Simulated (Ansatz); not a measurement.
A run of Ansatz 0.2.0 is set up as follows.

The input input.yaml:

```yaml
crystal:
  lattice:
    - [0.0, 2.0859016414, 2.0859016414]
    - [2.0859016414, 0.0, 2.0859016414]
    - [2.0859016414, 2.0859016414, 0.0]
  atoms:
    - { symbol: Ni, position: [0.0, 0.0, 0.0], spin: 1.0 }
    - { symbol: O, position: [0.5, 0.5, 0.5] }
kpoints:
  mp_grid: { grid: [11, 11, 11] }
  band_path:
    path:
      - [0.0, 0.0, 0.0]
      - [0.5, 0.0, 0.5]
      - [0.5, 0.25, 0.75]
      - [0.375, 0.375, 0.75]
      - [0.0, 0.0, 0.0]
      - [0.5, 0.5, 0.5]
      - [0.625, 0.25, 0.625]
      - [0.5, 0.25, 0.75]
    npoints: 8
scf:
  occupations: { method: fermi_dirac, width: 0.05 }
hamiltonian:
  xc: pbe
  pseudopotentials: { kind: all_electron, lapw: { basis_error: 0.001 } }
magnetization:
  spin_polarized: true
output:
  forces: true
  stress: true
  eigenvalues: true
```

Potentials or basis: all-electron LAPW, scalar-relativistic.

Command:

```sh
$ ansatz run input.yaml --threads 2 --pin off --max-ram 6144MiB --backend cpu --events-out ev --progress --plain --runs-dir out
```

Task: Predict the net moment.

Result: 1.78 μB per cell.

Task: What does it give for the band gap along the path?

Result: None (metal or under the smearing width).

Task: What does it give for the site moments?

Result: Ni +1.48; O +0.29 μB.

Task: Predict the absolute moment.

Result: 1.78 μB per cell.

Levels at the corners of the path, in eV from the Fermi level:
Spin up:
```
point  band 11  band 12  band 13  band 14  band 15  band 16  band 17  band 18
    Γ    -3.04    -2.68    -2.68    -2.68     1.49    17.75    18.82    18.82
    X    -2.87    -2.30    -1.66    -1.66     6.07    10.53    12.17    16.56
    W    -1.92    -1.92    -1.66    -1.30     8.43    10.63    10.63    13.37
    K    -1.90    -1.78    -1.54    -1.22     7.73    10.26    10.47    15.77
    Γ    -3.04    -2.68    -2.68    -2.68     1.49    17.75    18.82    18.82
    L    -1.98    -1.43     0.26     0.26     5.53     9.95    13.95    13.95
    U    -1.90    -1.78    -1.54    -1.22     7.73    10.26    10.47    15.77
    W    -1.92    -1.92    -1.66    -1.30     8.43    10.63    10.63    13.37
```
Spin down:
| point | band 8 | band 9 | band 10 | band 11 | band 12 | band 13 | band 14 | band 15 | band 16 | band 17 |
| --- | --- | --- | --- | --- | --- | --- | --- | --- | --- | --- |
| Γ | -2.53 | -2.53 | -1.87 | -1.87 | -1.87 | -0.55 | -0.55 | 1.85 | 17.69 | 19.05 |
| X | -3.90 | -3.90 | -2.87 | -0.77 | -0.77 | -0.11 | 0.44 | 6.53 | 10.90 | 12.44 |
| W | -5.82 | -5.21 | -1.11 | -1.11 | -0.77 | 0.31 | 1.05 | 8.98 | 10.95 | 10.95 |
| K | -5.88 | -4.44 | -1.67 | -0.90 | -0.68 | 0.57 | 1.07 | 8.18 | 10.61 | 10.81 |
| Γ | -2.53 | -2.53 | -1.87 | -1.87 | -1.87 | -0.55 | -0.55 | 1.85 | 17.69 | 19.05 |
| L | -4.84 | -4.84 | -0.96 | -0.96 | -0.59 | 2.29 | 2.29 | 5.71 | 10.48 | 14.24 |
| U | -5.88 | -4.44 | -1.67 | -0.90 | -0.68 | 0.57 | 1.07 | 8.18 | 10.61 | 10.81 |
| W | -5.82 | -5.21 | -1.11 | -1.11 | -0.77 | 0.31 | 1.05 | 8.98 | 10.95 | 10.95 |

Caveat: a cell with one magnetic atom can't hold antiferromagnetic order, which such compounds often take; semilocal functionals often make such compounds metallic where correlation or magnetic order opens a gap, which also shifts bond lengths.

**Measured values to compare with.**

From “Local correlations, non-local screening, multiplets, and band formation in NiO”, 2012, arxiv:1210.6675, for a bulk crystal of NiO: band gap 4.3 eV.

Against the measured gap of NiO, 4.3 eV (quoted in “Local correlations, non-local screening, multiplets, and band formation in NiO”, 2012, arxiv:1210.6675), the calculated 0.00 eV is off by -4.30 eV. So large a miss can be the level of theory's own, or it may mean another phase, state or a wrong row. The value is that of PBE, without temperature or zero-point motion. Semilocal functionals fall short of measured gaps as a rule. The run's magnetic order (collinear spin, ferromagnetic start) needn't be the measured crystal's.
